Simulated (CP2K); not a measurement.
## AgCl (Chlorargyrite): equation of state with LDA

AgCl (Chlorargyrite):

```xyz
2
Lattice="3.8679 0.0000 0.0000 1.9339 3.3497 0.0000 1.9339 1.1166 3.1581" Properties=species:S:1:pos:R:3 pbc="T T T"
Ag    0.0000    0.0000    0.0000
Cl    3.8679    2.2331    1.5791
```

| Property | Result |
| --- | --- |
| Program | CP2K 2026.2 |
| Task | equation of state |
| Functional | LDA |
| Potentials or basis | GTH_POTENTIALS Ag GTH-PADE-q11, Cl GTH-PADE-q7; DZVP-MOLOPT-PBE-GTH basis |
| Density cutoff | 6123 eV |
| k mesh | 8 × 8 × 8 |
| Occupations | fermi-dirac, width 0.1 eV |
| Spin | no spin polarisation |

```json
{
  "Equilibrium volume": "19.66 Å³/atom",
  "Bulk modulus": "65 GPa",
  "Pressure derivative of the bulk modulus": "5.1"
}
```

Energy against volume, from the lowest point:
| volume (Å³/atom) | energy (meV/atom) |
| --- | --- |
| 19.231 | 2.00 |
| 19.640 | 0.00 |
| 20.049 | 1.48 |
| 20.458 | 6.02 |
| 20.868 | 13.25 |
| 21.277 | 22.85 |
| 21.686 | 34.53 |

All runs of the series together: 2.7 min on 2 threads of Arm Neoverse V1 (shared host).

Caveat: the basis of atomic orbitals isn't converged, which shifts pressures, moduli and gaps. Zero-point motion and thermal expansion aren't in these numbers.
